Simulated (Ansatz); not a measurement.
Trigonal deformation path in Al

The calculation used DFT PBEsol, scalar-relativistic, plane waves, PAW in Ansatz 0.2.0. Cutoff 420 eV, Γ-centred 28×28×28 k-points, Gaussian smearing of 0.15 eV. No spin polarisation. Energies are free energies at this smearing, counted from the undisturbed cell; pressure is positive in compression.

The starting cell (relaxed at this level; this bcc form isn't the usual structure):

```yaml
crystal:
  lattice:
    - [-1.60644, 1.60644, 1.60644]
    - [1.60644, -1.60644, 1.60644]
    - [1.60644, 1.60644, -1.60644]
  atoms:
    - { symbol: Al, position: [0.00000, 0.00000, 0.00000] }
```

At fixed volume and fractional coordinates, lengths along (0.577, 0.577, 0.577) are scaled against those across it; ρ is that ratio over its starting value. The cell is metallic on the mesh throughout. At ρ = 2.000 the cell becomes cubic (Pm-3m), and there the slope of the energy vanishes by symmetry.

ρ, ΔE (meV/atom) and a bar:
```
    0.500     5255.6 ##############################
    0.600     2059.7 ############
    0.710      682.5 ####
    0.850      108.5 #
    0.930       18.6
    1.000        0.0
    1.080       16.4
    1.200       80.0
    1.410      222.5 #
    1.700      369.9 ##
    2.000      432.0 ##
```

Cost: 11 runs of about 2.3 core-minutes in all, on Arm Neoverse V1 (shared hosts).